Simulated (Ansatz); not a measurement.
Runs of Ansatz 0.2.0 on NaCl. It takes space group Fm-3m (No. 225, cubic). Conventional cell: a = 5.588 Å, b = 5.588 Å, c = 5.588 Å, α = 90.00°, β = 90.00°, γ = 90.00°. Cl (site symmetry m-3m) has 6 Na at 2.79 Å as nearest neighbours. Na (site symmetry m-3m) is surrounded by 6 Cl at 2.79 Å. The cell is a database's computed one.

```tsv
task	level	potentials or basis	cell	k mesh	cutoff (eV)	smearing	share of exact exchange	screening of exact exchange	basis error allowed	mesh quality	gap on the mesh (eV)	pressure (GPa)	relaxed volume (Å³/atom)
single point	HSE(alpha, omega)	all-electron PAW datasets made for the crystal	as given	4 × 4 × 4	200	fermi-dirac 0.05 eV	0.25	0.2 1/A	-	coarse	6.62	-	-
phonons	LDA	all-electron LAPW, scalar-relativistic	as given	6 × 6 × 6	180	fermi-dirac 0.05 eV	-	-	0.001 eV/atom	not flagged	4.80	-	-
band structure	PBEsol	all-electron LAPW, scalar-relativistic	as given	8 × 8 × 8	169	fermi-dirac 0.05 eV	-	-	0.001 eV/atom	not flagged	5.04	0.2	-
relaxation of cell and atoms	LDA	all-electron LAPW, scalar-relativistic	relaxed	8 × 8 × 8	-	fermi-dirac 0.05 eV	-	-	0.001 eV/atom	not flagged	5.07	0.0	20.40
relaxation of cell and atoms	RPBE+D4	all-electron LAPW, scalar-relativistic	relaxed	8 × 8 × 8	-	fermi-dirac 0.05 eV	-	-	0.001 eV/atom	not flagged	5.27	0.0	23.40
relaxation of cell and atoms	PBE+D3(BJ)	all-electron LAPW, scalar-relativistic	relaxed	8 × 8 × 8	-	fermi-dirac 0.05 eV	-	-	0.001 eV/atom	not flagged	(b)	0.0	21.74
relaxation of cell and atoms	BLYP+D3(BJ)	all-electron LAPW, scalar-relativistic	relaxed	8 × 8 × 8	-	fermi-dirac 0.05 eV	-	-	0.001 eV/atom	not flagged	(a)	0.0	20.83
Born charges and dielectric tensor	LDA	all-electron PAW datasets made for the crystal	as given	8 × 8 × 8	200	fixed	-	-	-	not flagged	4.80	-	-
single point	HSE(alpha, omega)	all-electron PAW datasets made for the crystal	as given	4 × 4 × 4	200	fermi-dirac 0.05 eV	0.25	0.3 1/A	-	coarse	6.35	-	-
band structure	RPBE	all-electron LAPW, scalar-relativistic	as given	8 × 8 × 8	169	fermi-dirac 0.05 eV	-	-	0.001 eV/atom	not flagged	5.54	3.6	-
relaxation of cell and atoms	PBE	all-electron LAPW, scalar-relativistic	relaxed	8 × 8 × 8	-	fermi-dirac 0.05 eV	-	-	0.001 eV/atom	not flagged	5.00	0.0	23.07
single point	PBEsol	all-electron PAW datasets made for the crystal	as given	6 × 6 × 6	180	fermi-dirac 0.05 eV	-	-	-	not flagged	5.04	0.2	-
```

Alike in all rows: no spin polarisation.

Estimate the missing entries.

(a) 5.45; (b) 5.23.

Caveats: some runs use coarse meshes; the program warned that the printed levels may be off, so bands, gaps and densities of states are rough (some runs).

A k mesh can miss the band edges.

Not every run made on this cell is shown here.
